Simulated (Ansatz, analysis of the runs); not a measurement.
## A defect in a wire: (3,3) C nanotube, P in place of one C

What does the defect do to the conductance?

Program: Ansatz 0.2.0. Level of theory: DFT PBE, plane waves, PAW; relaxation of a wire's period, in the first sound run; inputs show where later runs differ. Results are calculated unless marked as measured.

This is a report of a sequence of runs, with most program output left out.

**1. Set-up**

The cell holds 12 atoms: 12 C. Its edges and angles: a = 10.868 Å, b = 10.806 Å, c = 2.460 Å, α = 90.0°, β = 90.0°, γ = 90.0°. Vacuum lies along a and b. The structure's axis is c.

**2. Relaxation of atoms and period**

Band widths follow the bond lengths, so the wire is relaxed first. The atoms and the third cell vector are free; the box across stays fixed as vacuum. A Fermi-Dirac smearing is set since the result may be a metal. The pressure printed is a third of the stress's trace over the whole box, vacuum included; only the stress along the axis is relaxed.

input.yaml

```yaml
crystal:
  lattice:
    - [10.868, 0.0, 0.0]
    - [0.0, 10.806, 0.0]
    - [0.0, 0.0, 2.4595121467]
  atoms:
    - { symbol: C, position: [0.643369038, 0.621000301, 0.0] }
    - { symbol: C, position: [0.687154982, 0.500009175, 0.0] }
    - { symbol: C, position: [0.31284505, 0.500009175, 0.5] }
    - { symbol: C, position: [0.356630994, 0.379018048, 0.5] }
    - { symbol: C, position: [0.467500897, 0.685378334, 0.5] }
    - { symbol: C, position: [0.593577499, 0.663020078, 0.5] }
    - { symbol: C, position: [0.593577499, 0.336998271, 0.5] }
    - { symbol: C, position: [0.675868157, 0.435631141, 0.5] }
    - { symbol: C, position: [0.324131875, 0.564387208, 0.0] }
    - { symbol: C, position: [0.406422533, 0.663020078, 0.0] }
    - { symbol: C, position: [0.406422533, 0.336998271, 0.0] }
    - { symbol: C, position: [0.532499135, 0.314640015, 0.0] }
kpoints:
  mp_grid: { grid: [1, 1, 33] }
scf:
  occupations: { method: fermi_dirac, width: 0.05 }
hamiltonian:
  xc: pbe
relax:
  cell: { fix: [a, b, alpha, beta, gamma] }
  max_steps: 60
```

Run with:

```console
ansatz run input.yaml --threads 16 --pin off --max-ram 61440MiB --backend cuda --events-out ev --progress --plain --runs-dir out --max-vram 78GiB
```

The job ended after 2.5 s (1 × NVIDIA GB200 with 16 threads of Arm Neoverse V2, shared host; peak memory 1.1 GiB; 10 s of CPU time).

The steps of the relaxation:

| step | energy less that of the first step (eV) | largest force component (eV/Å) | pressure (GPa) | volume (Å³) |
| --- | --- | --- | --- | --- |
| 1 | 0.0000 | 1.0299 | 5.74 | 288.84 |
| 2 | -0.3751 | 0.4769 | 1.84 | 288.88 |
| 3 | -0.4191 | 0.1823 | 0.14 | 289.57 |
| 4 | -0.4212 | 0.0089 | -0.04 | 289.74 |
| 5 | -0.4213 | 0.0011 | -0.01 | 289.66 |
| 6 | -0.4223 | 0.0011 | 0.00 | 289.66 |

The log counts 1 steps on a newly chosen plane-wave basis, not all of them marked here; energy and pressure can jump at such steps.

Forces are held to the 4 operations that the run works with; a distortion that breaks them can't arise in this run.

| cell as run | before | after | change |
| --- | --- | --- | --- |
| c (Å) | 2.460 | 2.466 | +0.3 % |

The atoms that moved most (Å, along periodic axes as changes of fractional coordinates times the final cell, across vacuum about the mean position):

| atom | dx | dy | dz | length |
| --- | --- | --- | --- | --- |
| C6 | 0.035 | 0.062 | 0.000 | 0.071 |
| C11 | -0.035 | -0.062 | 0.000 | 0.071 |
| C1 | 0.053 | 0.047 | 0.000 | 0.071 |
| C4 | -0.053 | -0.047 | 0.000 | 0.071 |
| C5 | -0.013 | 0.069 | 0.000 | 0.070 |
| C12 | 0.013 | -0.069 | 0.000 | 0.070 |
| C10 | -0.035 | 0.060 | 0.000 | 0.070 |
| C7 | 0.035 | -0.060 | 0.000 | 0.070 |

This step gave:

| Quantity | Value |
| --- | --- |
| energy at zero smearing | -3005.5413 eV |
| cell length along the wire | 2.466 Å |

The cell's length comes to 2.466 Å with spin left out.

**3. Bands of the perfect wire**

This step: DFT PBE, plane waves, PAW; channels and complex bands of a perfect wire (Ansatz 0.2.0).

At the relaxed period the Bloch states of the perfect wire are found at each energy: those that move forward count the open channels, and those that decay describe how a disturbance dies away inside the wire itself. An energy step of 0.035 eV is under the 0.039 eV that the program asks for its thermal average at 300 K.

input.yaml

```yaml
crystal:
  lattice:
    - [10.868, 0.0, 0.0]
    - [0.0, 10.806, 0.0]
    - [0.0, 0.0, 2.4664820155]
  atoms:
    - { symbol: C, position: [0.648270335, 0.625321526, 0.0] }
    - { symbol: C, position: [0.693514215, 0.500080921, 0.0] }
    - { symbol: C, position: [0.306485785, 0.499919079, 0.5] }
    - { symbol: C, position: [0.351729665, 0.374678474, 0.5] }
    - { symbol: C, position: [0.466301151, 0.691757249, 0.5] }
    - { symbol: C, position: [0.596808728, 0.668744085, 0.5] }
    - { symbol: C, position: [0.596793604, 0.331410597, 0.5] }
    - { symbol: C, position: [0.681870736, 0.433551866, 0.5] }
    - { symbol: C, position: [0.318129264, 0.566448134, 0.0] }
    - { symbol: C, position: [0.403206396, 0.668589403, 0.0] }
    - { symbol: C, position: [0.403191272, 0.331255915, 0.0] }
    - { symbol: C, position: [0.533698849, 0.308242751, 0.0] }
kpoints:
  mp_grid: { grid: [1, 1, 33] }
scf:
  occupations: { method: fermi_dirac, width: 0.05 }
hamiltonian:
  xc: pbe
output:
  transmission:
    e_range: [-1.5, 1.5]
    de: 0.035
    kmesh: [1, 1]
    reduced_basis: true
    leads: [[0, 0]]
```

It took 99 s on 1 × NVIDIA GB200 with 16 threads; peak memory 12 GiB; 16 min of CPU time.

Numbers from this step:

```
energy at zero smearing                                  : -3005.5412 eV
channels at the energy nearest the Fermi level, one spin : 2
conductance of the lead as this run defines it           : 1.998 G₀
band gap                                                 : 0 eV
```

Open channels of the lead, one spin against energy, zero at the Fermi level:

energy (eV), open channels of the lead, one spin and a bar from the least value:
```
    -1.50       1.00 
    -1.40       2.00 ######
    -1.29       2.00 ######
    -1.19       2.00 ######
    -1.08       2.00 ######
    -0.97       2.00 ######
    -0.87       2.00 ######
    -0.77       2.00 ######
    -0.69       2.00 ######
    -0.59       2.00 ######
    -0.48       2.00 ######
    -0.38       2.00 ######
    -0.28       2.00 ######
    -0.17       2.00 ######
    -0.07       2.00 ######
     0.01       2.00 ######
     0.04       2.00 ######
     0.14       2.00 ######
     0.25       2.00 ######
     0.35       2.00 ######
     0.46       2.00 ######
     0.56       2.00 ######
     0.67       2.00 ######
     0.74       6.00 ##############################
     0.84       6.00 ##############################
     0.95       6.00 ##############################
     1.05       6.00 ##############################
     1.16       5.00 ########################
     1.26       5.00 ########################
     1.37       5.00 ########################
     1.48       5.00 ########################
```

The slowest values at each energy, most degenerate partners merged, listed up to 1.5 1/Å. The Im kz of the slowest decaying states by energy, zero at the Fermi level:

| energy (eV) | decay 1 (Å⁻¹) | decay 2 (Å⁻¹) | decay 3 (Å⁻¹) | decay 4 (Å⁻¹) |
| --- | --- | --- | --- | --- |
| -1.395 | 0.200 | 0.200 | 0.355 | 0.409 |
| -1.185 | 0.218 | 0.218 | 0.369 | 0.416 |
| -1.010 | 0.228 | 0.228 | 0.380 | 0.422 |
| -0.800 | 0.234 | 0.234 | 0.391 | 0.428 |
| -0.590 | 0.234 | 0.235 | 0.401 | 0.430 |
| -0.415 | 0.231 | 0.231 | 0.409 | 0.427 |
| -0.205 | 0.222 | 0.222 | 0.417 | 0.422 |
| 0.005 | 0.207 | 0.207 | 0.415 | 0.423 |
| 0.215 | 0.184 | 0.184 | 0.405 | 0.429 |
| 0.390 | 0.156 | 0.157 | 0.394 | 0.433 |
| 0.600 | 0.102 | 0.103 | 0.375 | 0.437 |
| 0.810 | 0.342 | 0.439 | 0.443 | 0.443 |
| 0.985 | 0.285 | 0.440 | 0.440 | 0.441 |
| 1.195 | 0.195 | 0.435 | 0.436 | 0.441 |
| 1.405 | 0.321 | 0.430 | 0.431 | 0.440 |

By hand: the program gives 1.3185 × 10^14 S/m² over the cell's cross-section of 117.44 Å² = 1.174 × 10^-18 m², so one cell conducts 1.548 × 10^-4 S. Divided by G0 = 2e²/h = 7.748 × 10^-5 S this is 2.00 G0, a resistance of 6.46 kΩ.

At the computed energy nearest the Fermi level there are 2 channels a spin, and the thermal average gives 2.00 G₀.

**4. Relaxation of the scattering region**

This step: DFT PBE, plane waves, PAW; relaxation of a junction in a wire, ends held (Ansatz 0.2.0).

System of this step: (3,3) C nanotube, P in place of one C. The cell holds 108 atoms: 107 C and 1 P. Cell: a = 10.868 Å, b = 10.806 Å, c = 22.198 Å, α = 90.0°, β = 90.0°, γ = 90.0°. Regions: held atoms, 72 atoms (72 C); free atoms, 36 atoms (35 C and 1 P). Vacuum lies along a and b. The structure's axis is c.

36 atoms at the defect are free to relax, while 72 stay where the perfect wire has them, so that the ends still repeat as a lead.

input.yaml

```yaml
crystal:
  lattice:
    - [10.868, 0.0, 0.0]
    - [0.0, 10.806, 0.0]
    - [0.0, 0.0, 22.1983381395]
  atoms:
    - { symbol: C, position: [0.648270335, 0.625321526, 0.0] }
    - { symbol: C, position: [0.693514215, 0.500080921, 0.0] }
    - { symbol: C, position: [0.306485785, 0.499919079, 0.055555556] }
    - { symbol: C, position: [0.351729665, 0.374678474, 0.055555556] }
    - { symbol: C, position: [0.466301151, 0.691757249, 0.055555556] }
    - { symbol: C, position: [0.596808728, 0.668744085, 0.055555556] }
    - { symbol: C, position: [0.596793604, 0.331410597, 0.055555556] }
    - { symbol: C, position: [0.681870736, 0.433551866, 0.055555556] }
    - { symbol: C, position: [0.318129264, 0.566448134, 0.0] }
    - { symbol: C, position: [0.403206396, 0.668589403, 0.0] }
    - { symbol: C, position: [0.403191272, 0.331255915, 0.0] }
    - { symbol: C, position: [0.533698849, 0.308242751, 0.0] }
    - { symbol: C, position: [0.648270335, 0.625321526, 0.111111111] }
    - { symbol: C, position: [0.693514215, 0.500080921, 0.111111111] }
    - { symbol: C, position: [0.306485785, 0.499919079, 0.166666667] }
    - { symbol: C, position: [0.351729665, 0.374678474, 0.166666667] }
    - { symbol: C, position: [0.466301151, 0.691757249, 0.166666667] }
    - { symbol: C, position: [0.596808728, 0.668744085, 0.166666667] }
    - { symbol: C, position: [0.596793604, 0.331410597, 0.166666667] }
    - { symbol: C, position: [0.681870736, 0.433551866, 0.166666667] }
    - { symbol: C, position: [0.318129264, 0.566448134, 0.111111111] }
    - { symbol: C, position: [0.403206396, 0.668589403, 0.111111111] }
    - { symbol: C, position: [0.403191272, 0.331255915, 0.111111111] }
    - { symbol: C, position: [0.533698849, 0.308242751, 0.111111111] }
    - { symbol: C, position: [0.648270335, 0.625321526, 0.222222222] }
    - { symbol: C, position: [0.693514215, 0.500080921, 0.222222222] }
    - { symbol: C, position: [0.306485785, 0.499919079, 0.277777778] }
    - { symbol: C, position: [0.351729665, 0.374678474, 0.277777778] }
    - { symbol: C, position: [0.466301151, 0.691757249, 0.277777778] }
    - { symbol: C, position: [0.596808728, 0.668744085, 0.277777778] }
[... 72 atom lines left out ...]
    - { symbol: C, position: [0.596793604, 0.331410597, 0.944444444] }
    - { symbol: C, position: [0.681870736, 0.433551866, 0.944444444] }
    - { symbol: C, position: [0.318129264, 0.566448134, 0.888888889] }
    - { symbol: C, position: [0.403206396, 0.668589403, 0.888888889] }
    - { symbol: C, position: [0.403191272, 0.331255915, 0.888888889] }
    - { symbol: C, position: [0.533698849, 0.308242751, 0.888888889] }
magnetization:
  spin_polarized: true
kpoints:
  mp_grid: { grid: [1, 1, 2] }
scf:
  occupations: { method: fermi_dirac, width: 0.1 }
hamiltonian:
  xc: pbe
relax:
  constraints:
    - { sites: [0, 1, 2, 3, 4, 5, 6, 7, 8, 9, 10, 11, 12, 13, 14, 15, 16, 17, 18, 19, 20, 21, 22, 23, 24, 25, 26, 27, 28, 29, 30, 31, 32, 33, 34, 35, 72, 73, 74, 75, 76, 77, 78, 79, 80, 81, 82, 83, 84, 85, 86, 87, 88, 89, 90, 91, 92, 93, 94, 95, 96, 97, 98, 99, 100, 101, 102, 103, 104, 105, 106, 107] }
  f_tol: 0.04
  max_steps: 35
```

Elapsed: 14 s, on 1 × NVIDIA GB200 with 16 threads; peak memory 1.7 GiB; 44 s of CPU time.

Relaxation path:

| step | energy less that of the first step (eV) | largest force component (eV/Å) |
| --- | --- | --- |
| 1 | 0.0000 | 14.1288 |
| 2 | -3.7804 | 6.0192 |
| 3 | -5.4232 | 3.3706 |
| 4 | -6.2268 | 3.2399 |
| 5 | -6.9609 | 1.7958 |
| 6 | -7.2710 | 0.6485 |
| 7 | -7.3061 | 0.4086 |
| 8 | -7.3172 | 0.2034 |
| 9 | -7.3186 | 0.0788 |
| 10 | -7.3193 | 0.0213 |

The atoms that moved most (Å):

| atom | dx | dy | dz | length |
| --- | --- | --- | --- | --- |
| P55 | 0.522 | -0.689 | -0.008 | 0.865 |
| C56 | 0.193 | 0.005 | -0.002 | 0.193 |
| C60 | 0.039 | -0.141 | -0.106 | 0.180 |
| C72 | 0.041 | -0.137 | 0.090 | 0.169 |
| C52 | 0.115 | -0.014 | -0.003 | 0.116 |
| C59 | 0.106 | 0.001 | -0.023 | 0.109 |
| C71 | 0.106 | 0.003 | 0.016 | 0.107 |
| C51 | 0.077 | -0.043 | -0.002 | 0.088 |

Numbers from this step:

```yaml
energy_at_zero_smearing: -27554.0148 eV
absolute_moment: 0 μB
```

The largest force component on a free atom ends at 0.021 eV/Å, under the limit of 0.04. P ends nearest to C at 1.80 Å, C at 1.80 Å and C at 1.89 Å.

**5. Transmission between the leads**

This step: DFT PBE, plane waves, PAW; transmission of a junction in a wire (Ansatz 0.2.0).

The cell is now read as a scatterer between two semi-infinite leads, named by two sites one period apart. The scattering states in its self-consistent potential are matched to the leads' states at each energy. One point across is taken, as for a wire in vacuum.

input.yaml, as its differences from that of step 4:

```diff
@@ -43,14 +43,19 @@
     - { symbol: C, position: [0.533698849, 0.308242751, 0.888888889] }
-magnetization:
-  spin_polarized: true
 kpoints:
-  mp_grid: { grid: [1, 1, 2] }
+  mp_grid: { grid: [1, 1, 4] }
 scf:
-  occupations: { method: fermi_dirac, width: 0.1 }
+  occupations: { method: fermi_dirac, width: 0.05 }
 hamiltonian:
   xc: pbe
-relax:
-  constraints:
-    - { sites: [0, 1, 2, 3, 4, 5, 6, 7, 8, 9, 10, 11, 12, 13, 14, 15, 16, 17, 18, 19, 20, 21, 22, 23, 24, 25, 26, 27, 28, 29, 30, 31, 32, 33, 34, 35, 72, 73, 74, 75, 76, 77, 78, 79, 80, 81, 82, 83, 84, 85, 86, 87, 88, 89, 90, 91, 92, 93, 94, 95, 96, 97, 98, 99, 100, 101, 102, 103, 104, 105, 106, 107] }
-  f_tol: 0.04
-  max_steps: 35
+output:
+  transmission:
+    e_range: [-1.5, 1.5]
+    de: 0.035
+    kmesh: [1, 1]
+    reduced_basis: true
+    leads: [[96, 0]]
+  dos: { projected: true, e_range: [-4, 3] }
+  write_potential: true
+  write_density: true
+  volumetric_format: npy
+  elf: true
```

Atom lines that are left out differ too.

Run time: 73 s. Hardware: 1 × NVIDIA GB200 with 16 threads; peak memory 13 GiB; 11 min of CPU time.

This step gave:

```
energy at zero smearing                                      : -27554.0034 eV
transmission at the energy nearest the Fermi level, one spin : 1.170
step of the lead's Hamiltonian                               : 30 meV
conductance of the junction                                  : 1.160 G₀
```

Transmission, one spin against energy, zero at the Fermi level:

energy (eV), transmission, one spin and a bar:
```
   -1.500       0.12 
   -1.395       1.19 #######
   -1.290       1.32 ########
   -1.185       1.35 ########
   -1.115       1.34 ########
   -1.010       1.29 ########
   -0.905       1.24 #######
   -0.800       1.17 #######
   -0.695       1.11 ######
   -0.590       1.05 ######
   -0.485       1.02 ######
   -0.415       1.00 ######
   -0.310       1.00 ######
   -0.205       1.03 ######
   -0.100       1.10 ######
    0.005       1.17 #######
    0.110       1.29 ########
    0.215       1.39 ########
    0.285       1.45 #########
    0.390       1.53 #########
    0.495       1.59 ##########
    0.600       1.65 ##########
    0.705       1.69 ##########
    0.810       3.49 ######################
    0.915       4.12 ##########################
    0.985       4.21 ###########################
    1.090       4.57 #############################
    1.125       4.67 ##############################
    1.195       4.32 ############################
    1.300       4.56 #############################
    1.405       4.47 #############################
```

Open channels of the lead, one spin against energy, zero at the Fermi level:

| energy (eV) | open channels of the lead, one spin |
| --- | --- |
| -1.50 | 1 |
| -1.40 | 2 |
| -1.29 | 2 |
| -1.19 | 2 |
| -1.08 | 2 |
| -0.97 | 2 |
| -0.87 | 2 |
| -0.77 | 2 |
| -0.69 | 2 |
| -0.59 | 2 |
| -0.48 | 2 |
| -0.38 | 2 |
| -0.28 | 2 |
| -0.17 | 2 |
| -0.07 | 2 |
| 0.01 | 2 |
| 0.04 | 2 |
| 0.14 | 2 |
| 0.25 | 2 |
| 0.35 | 2 |
| 0.46 | 2 |
| 0.56 | 2 |
| 0.67 | 2 |
| 0.74 | 2 |
| 0.84 | 6 |
| 0.95 | 6 |
| 1.05 | 6 |
| 1.16 | 5 |
| 1.26 | 5 |
| 1.37 | 5 |
| 1.48 | 5 |

By hand: the program gives 7.6526 × 10^13 S/m² over the cell's cross-section of 117.44 Å² = 1.174 × 10^-18 m², so one cell conducts 8.987 × 10^-5 S. Divided by G0 = 2e²/h = 7.748 × 10^-5 S this is 1.16 G0, a resistance of 11.1 kΩ.

The conductance is 1.16 G₀, with 2 channels a spin open in the lead. The lead's Hamiltonian steps by 30.0 meV, which the program calls too much for a lead. The largest term of the program's error estimate is 6 %, from the steps of its leads' Hamiltonians or their offsets.

**6. Landauer integrals**

This step: Landauer integrals over the computed T(E), interpolated linearly between its energies (analysis of the runs above).

Conductance and thermopower are moments of T(E) over the thermal window; sliding the window along E stands for a gate that leaves T(E) rigid.

This step gave:

```yaml
conductance_at_300_k_interpolated_from_t_e: 1.182 G₀
thermopower_at_300_k: -6.358 μV/K
lorenz_number_over_l0: 1.005
```

T(E) held rigid; rough near sharp steps of T(E). Conductance at 300 K against shift of the leads' level:

| shift of the leads' level (eV) | conductance at 300 K (G₀) |
| --- | --- |
| -1.150 | 1.34 |
| -1.100 | 1.33 |
| -1.050 | 1.31 |
| -0.950 | 1.26 |
| -0.900 | 1.23 |
| -0.850 | 1.20 |
| -0.800 | 1.17 |
| -0.700 | 1.11 |
| -0.650 | 1.08 |
| -0.600 | 1.06 |
| -0.550 | 1.04 |
| -0.450 | 1.01 |
| -0.400 | 1.00 |
| -0.350 | 1.00 |
| -0.300 | 1.01 |
| -0.200 | 1.04 |
| -0.150 | 1.07 |
| -0.100 | 1.10 |
| -0.050 | 1.14 |
| 0.050 | 1.24 |
| 0.100 | 1.28 |
| 0.150 | 1.33 |
| 0.200 | 1.37 |
| 0.300 | 1.46 |
| 0.350 | 1.50 |
| 0.400 | 1.53 |
| 0.450 | 1.56 |
| 0.550 | 1.62 |
| 0.600 | 1.65 |
| 0.650 | 1.69 |
| 0.700 | 1.82 |
| 0.800 | 3.09 |
| 0.850 | 3.69 |
| 0.900 | 4.01 |
| 0.950 | 4.17 |
| 1.050 | 4.43 |
| 1.100 | 4.49 |
| 1.150 | 4.37 |

T(E) held rigid; rough near sharp steps of T(E). Table of thermopower at 300 K by shift of the leads' level:

shift of the leads' level (eV), thermopower at 300 K (μV/K) and a bar from the least value:
```
   -1.150        0.7 ############################
   -1.050        2.3 #############################
   -0.950        3.2 ##############################
   -0.800        3.8 ##############################
   -0.700        3.7 ##############################
   -0.600        3.1 #############################
   -0.500        2.2 #############################
   -0.400        0.6 ###########################
   -0.250       -2.3 #########################
   -0.150       -4.1 ########################
   -0.050       -5.4 #######################
    0.050       -6.0 ######################
    0.150       -5.0 #######################
    0.250       -4.4 #######################
    0.400       -3.2 ########################
    0.500       -2.6 #########################
    0.600       -3.2 ########################
    0.700      -22.5 #########
    0.800      -33.9 
    0.950       -4.9 #######################
    1.050       -3.6 ########################
    1.150        2.7 #############################
```

The two levels move by half the bias each and T(E) is held rigid. Current from the zero-bias T(E) against bias:

| bias (V) | current from the zero-bias T(E) (μA) |
| --- | --- |
| 0.000 | 0 |
| 0.100 | 9.17 |
| 0.200 | 18.4 |
| 0.300 | 27.6 |
| 0.400 | 36.9 |
| 0.500 | 46.3 |
| 0.600 | 55.8 |
| 0.700 | 65.4 |
| 0.800 | 75.2 |
| 0.900 | 85.1 |
| 1.000 | 95.1 |
| 1.100 | 105 |
| 1.200 | 116 |
| 1.300 | 126 |
| 1.400 | 137 |
| 1.500 | 150 |
| 1.600 | 164 |
| 1.700 | 182 |
| 1.800 | 202 |
| 1.900 | 223 |
| 2.000 | 244 |

By hand, Mott's formula: S = −(π²k²T/3e) d ln T/dE, and π²k²T/3e = 7.33 μV/K × eV at 300 K. The computed T is 1.12 at -0.065 eV and 1.26 at +0.075 eV, so d ln T/dE ≈ 0.829 per eV and S ≈ -6.07 μV/K, against -6.36 from the integrals.

The thermopower is -6.36 μV/K. The Lorenz ratio is 1.00, where the Wiedemann-Franz law gives 1. Moving the level by up to 0.1 eV either way gives -6.4 to -4.7 μV/K.

**7. What came out**

```json
{"conductance of the perfect wire": "2.00 G₀", "conductance, P in place of one C": "1.16 G₀", "thermopower, P in place of one C": "-6.36 μV/K"}
```

**Reading.** Summed over the computed window, 70 % of the lead's open channels pass the defect; the conductance at 300 K is 1.16 G₀. With P in place of one C, 59 % of the conductance of that run's own lead (1.97 G₀) is left. Transport is coherent and elastic here: the atoms are frozen, so scattering by vibrations plays no part. The free region is short: held atoms still bear up to 1.3 eV/Å after a relaxation. In 1 run the program finds the step of the lead's Hamiltonian too large, so longer leads may change the transmission. A cell with an odd number of electrons ran without spin; a level of the scatterer near the Fermi level could split if spin were allowed.

[Logs are printed without paths, hosts, clocks, repeated set-up lines and the standing remarks that a program may print on its own settings, such as how far it seeks lower states.]

[Hosts, paths, dates, database ids (printed as entryN), source tags and the programs' standing remarks are cut or masked in the printed files.]
